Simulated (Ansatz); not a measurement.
# ZnO: the cost of one run

Code: Ansatz 0.2.0. PAW datasets, plane waves. The values are computed, spin-unpolarised, and not measurements.

**1. The cell**

The cell was relaxed beforehand with r2SCAN.

The symmetry is P6_3mc (No. 186, hexagonal); a = 3.235 Å, c = 5.211 Å in the conventional setting, 11.81 Å³ an atom. Near Zn stand 4 O at 1.97–1.98 Å; near O stand 4 Zn at 1.97–1.98 Å.

As a file:

Space group P6_3mc (No. 186). a = 3.235 Å, b = 3.235 Å, c = 5.211 Å, α = 90.00°, β = 90.00°, γ = 120.00°
```
atom  site  symmetry       x       y       z
  Zn    2b       3m.  0.3333  0.6667  0.9977
   O    2b       3m.  0.3333  0.6667  0.3773
```

**2. PBE band path**

input.yaml

```yaml
crystal:
  lattice:
    - [3.2353408559, 0.0, 0.0]
    - [-1.6176704279, 2.8018873711, 0.0]
    - [0.0, 0.0, 5.2109518619]
  atoms:
    - { symbol: Zn, position: [0.3333333333, 0.6666666667, -0.0023477509] }
    - { symbol: Zn, position: [0.6666666667, 0.3333333333, 0.4976522491] }
    - { symbol: O, position: [0.3333333333, 0.6666666667, 0.3773477509] }
    - { symbol: O, position: [0.6666666667, 0.3333333333, 0.8773477509] }
kpoints:
  mp_grid: { grid: [12, 12, 6] }
  band_path:
    path:
      - [[0.0, 0.0, 0.0], [0.5, 2.902997784219e-17, -2.640356723e-18], [0.3333333333333, 0.3333333333333, -1.760237815333e-18], [0.0, 0.0, 0.0], [-8.347743217236e-35, 3.543156977535e-35, 0.5], [0.5, 2.928414245596e-17, 0.5], [0.3333333333333, 0.3333333333333, 0.5], [-8.347743217236e-35, 3.543156977535e-35, 0.5]]
      - [[0.5, 2.928414245596e-17, 0.5], [0.5, 2.902997784219e-17, -2.640356723e-18]]
      - [[0.3333333333333, 0.3333333333333, 0.5], [0.3333333333333, 0.3333333333333, -1.760237815333e-18]]
    npoints: 10
hamiltonian:
  xc: pbe
scf:
  occupations: { method: fermi_dirac, width: 0.02 }
  n_extra_bands: 5
output:
  forces: true
  stress: true
  eigenvalues: true
  write_density: true
  write_potential: true
  elf: true
  volumetric_format: npy
```

On the command line:

```console
> ansatz run input.yaml --threads 2 --pin off --max-ram 2211MiB --backend cpu --events-out ev --progress --plain --runs-dir out
```

**Question.** How long does this run take on 2 threads of Arm Neoverse N1, shared host, and how much memory does it need?

About 13 s, with a peak of 0.38 GiB.
